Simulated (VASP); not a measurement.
ZnO, 4 atoms in the cell. It takes space group P6_3mc (No. 186, hexagonal). Conventional cell: a = 3.286 Å, b = 3.286 Å, c = 5.302 Å, α = 90.00°, β = 90.00°, γ = 120.00°. Around Zn (site symmetry 3m) lie 4 O at 2.00 to 2.01 Å. O (site symmetry 3m) has 4 Zn at 2.00 to 2.01 Å as nearest neighbours. The cell is a database's computed one.

- Program: VASP 6.6.1
- Task: band structure
- Functional: PBE
- Potentials or basis: VASP PAW PBE potentials, release 64 (Zn, O)
- Cutoff: 450 eV
- k mesh: 12 × 12 × 8
- Occupations: gaussian, width 0.02 eV
- Spin: no spin polarisation
- Further INCAR settings: ALGO = Normal; EDIFF = 1e-06

Potentials or basis: VASP PAW PBE potentials, release 64 (Zn, O).

The run is started by

```console
$ cat potpaw_PBE.64/Zn/POTCAR potpaw_PBE.64/O/POTCAR > POTCAR
$ mpirun -np 4 vasp_std > vasp.out
```

Hardware: 4 MPI ranks on Intel(R) Xeon(R) 6975P-C (Granite Rapids) (shared host).

Q: Estimate the wall time of this run.

A: Wall time 28 s on 4 MPI ranks on Intel(R) Xeon(R) 6975P-C (Granite Rapids), on a shared host, peak memory 0.23 GiB a rank. Counts: scf iterations 32, k points 95.
